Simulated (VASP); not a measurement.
Runs of VASP 6.6.1 on GaN. Symmetry: F-43m, No. 216, cubic system. The conventional cell has a = 4.507 Å, b = 4.507 Å, c = 4.507 Å, α = 90.00°, β = 90.00°, γ = 90.00°. Around Ga (site symmetry -43m) lie 4 N at 1.95 Å. Around N (site symmetry -43m) lie 4 Ga at 1.95 Å. The cell is a database's computed one.

```tsv
task	level	potentials or basis	spin	cell	k mesh	cutoff (eV)	gap on the mesh (eV)	pressure (GPa)
relaxation of cell and atoms	PBEsol	VASP PAW PBE potentials, release 64 (Ga_d, N)	off	relaxed	10 × 10 × 10	600	1.74	0.1
band structure	LDA	VASP PAW LDA potentials, release 64 (Ga_d, N)	off	F-43m, 11.35 Å³/atom	10 × 10 × 10	520	1.80	(a)
band structure	TB-mBJ	VASP PAW PBE potentials, release 64 (Ga_d, N)	off	F-43m, 11.35 Å³/atom	10 × 10 × 10	520	2.91	-
band structure	r2SCAN	VASP PAW PBE potentials, release 64 (Ga_d, N)	off	F-43m, 11.35 Å³/atom	10 × 10 × 10	520	(b)	1.5
```

Alike in all rows: smearing gaussian 0.03 eV.

Estimate the missing entries.

(a) -4.1; (b) 2.17.

Caveats: the PAW data sets were made with another functional, which shifts forces and pressure a little (some runs).

A k mesh can miss the band edges, and the runs leave out spin-orbit coupling on Ga.

Runs at the PBE level aren't shown here.
